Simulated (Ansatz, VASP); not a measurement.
# One calculation of TaN, two programs

INCAR

```
  PREC = Accurate
  ENCUT = 600
  EDIFF = 1E-6
  ISMEAR = -1
  SIGMA = 0.05
  LREAL = False
  LASPH = True
  NELM = 100
  ALGO = Fast
  ISIF = 3
  LWAVE = False
  LCHARG = False
  GGA = PE
  IBRION = 2
  NSW = 40
  EDIFFG = -0.005
```

The input KPOINTS:

```
Automatic mesh
0
Gamma
  10 10 5
```

File POSCAR:

```
TaN
1.0
    2.9217699809      0.0000000000      0.0000000000
   -1.4608849905      2.5303270275      0.0000000000
    0.0000000000      0.0000000000      5.9165150000
Ta N
2 2
Direct
    0.0000000000      0.0000000000      0.5000000000
    0.0000000000      0.0000000000      0.0000000000
    0.3333333333      0.6666666667      0.2500000000
    0.6666666667      0.3333333333      0.7500000000
```

Contents of input.yaml:

```yaml
crystal:
  lattice:
    - [2.9217699809, 0.0, 0.0]
    - [-1.4608849905, 2.5303270275, 0.0]
    - [0.0, 0.0, 5.916515]
  atoms:
    - { symbol: Ta, position: [0.0, 0.0, 0.5] }
    - { symbol: Ta, position: [0.0, 0.0, 0.0] }
    - { symbol: "N", position: [0.3333333333, 0.6666666667, 0.25] }
    - { symbol: "N", position: [0.6666666667, 0.3333333333, 0.75] }
hamiltonian:
  xc: pbe
  pseudopotentials: { kind: paw }
kpoints:
  mp_grid: { grid: [10, 10, 5] }
scf:
  occupations: { method: fermi_dirac, width: 0.05 }
output:
  forces: true
  stress: true
  eigenvalues: true
relax:
  f_tol: 0.01
  max_steps: 40
  cell: { stress_tol: 0.05 }
```

The cell comes from a database or a generator and needn't be the stable form of this composition.

Alike in both runs: task relaxation of cell and atoms; functional PBE; k mesh 10 × 10 × 5; occupations fermi-dirac, width 0.05 eV; no spin polarisation.

```csv
,VASP,Ansatz
version,VASP 6.6.1,Ansatz 0.2.0
potentials or method,"VASP PAW PBE potentials, release 54 (Ta_pv, N)",Ansatz PAW
plane-wave cutoff (eV),600,420
valence electrons in the cell,32,36
```

VASP gave:

```
gap on the k mesh at the Fermi level, each at its own relaxed structure (eV) : none
relaxed volume (Å³/atom)                                                     : 10.92
relaxed cell length with the largest relative difference (Å)                 : 5.915
```

Task: Which values does Ansatz return?

Result: gap on the k mesh at the Fermi level, each at its own relaxed structure (eV): none; relaxed volume (Å³/atom): 10.90; relaxed cell length with the largest relative difference (Å): 5.912.

A gap of «none» marks a metal or a gap that the smearing closes. The two sets of potentials don't hold the same shells in valence.

Caveats: the plane-wave basis is chosen anew once the cell has moved, so the energies of steps on either side of that aren't comparable (Ansatz); the pressure holds a Pulay correction of +0.4 GPa for the finite cutoff (Ansatz). The runs have no spin-orbit coupling, so splittings on Ta are missing.
